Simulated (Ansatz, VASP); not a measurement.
# Al: VASP beside Ansatz

File INCAR:

```
PREC     = Accurate       # precision mode
ENCUT    = 520            # plane-wave cutoff, eV
EDIFF    = 1E-8           # SCF threshold, eV
ISMEAR   = -1             # smearing method
SIGMA    = 0.05           # smearing width, eV
LREAL    = F              # projectors in reciprocal space
LASPH    = T              # aspherical terms in the spheres
NELM     = 60             # most SCF steps
ALGO     = Normal         # electronic algorithm
ISIF     = 2              # what is computed and relaxed
LWAVE    = F              # write WAVECAR
LCHARG   = F              # write CHGCAR
GGA      = PE             # functional
LEFG     = T            
NBANDS   = 8              # bands
```

File KPOINTS:

```
Automatic mesh
0
Gamma
  14 14 14
```

File POSCAR:

```
Al
1.0
    0.0000000000      2.0103958323      2.0103958323
    2.0103958323      0.0000000000      2.0103958323
    2.0103958323      2.0103958323      0.0000000000
Al
1
Direct
    0.0000000000      0.0000000000      0.0000000000
```

Input for Ansatz:

```yaml
crystal:
  lattice:
    - [0.0, 2.0103958323, 2.0103958323]
    - [2.0103958323, 0.0, 2.0103958323]
    - [2.0103958323, 2.0103958323, 0.0]
  atoms:
    - { symbol: Al, position: [0.0, 0.0, 0.0] }
kpoints:
  mp_grid: { grid: [14, 14, 14] }
scf:
  occupations: { method: fermi_dirac, width: 0.05 }
hamiltonian:
  xc: pbe
  pseudopotentials: { kind: paw }
output:
  forces: true
  stress: true
  eigenvalues: true
  efg: { contact_densities: true }
```

Change from the starting cell: volume scaled by 0.98, PAW files.

Alike in both runs: task electric field gradients; functional PBE; k mesh 14 × 14 × 14; occupations fermi-dirac, width 0.05 eV; no spin polarisation.

|  | VASP | Ansatz |
| --- | --- | --- |
| version | VASP 6.6.1 | Ansatz 0.2.0 |
| potentials or method | VASP PAW PBE potentials, release 64 (Al) | PAW with Ansatz's default frozen-core files, scalar-relativistic |
| plane-wave cutoff (eV) | 520 | 420 |
| valence electrons in the cell | 3 | 3 |

```tsv
	VASP	Ansatz	Ansatz less VASP
pressure (GPa)	0.9	1.0	+0.04
Vzz of the field gradient on the site that differs most (V/Å²)	0.0	0.0	0.00
```

The functional is the same, so the differences come from potentials, cutoffs and numerics.
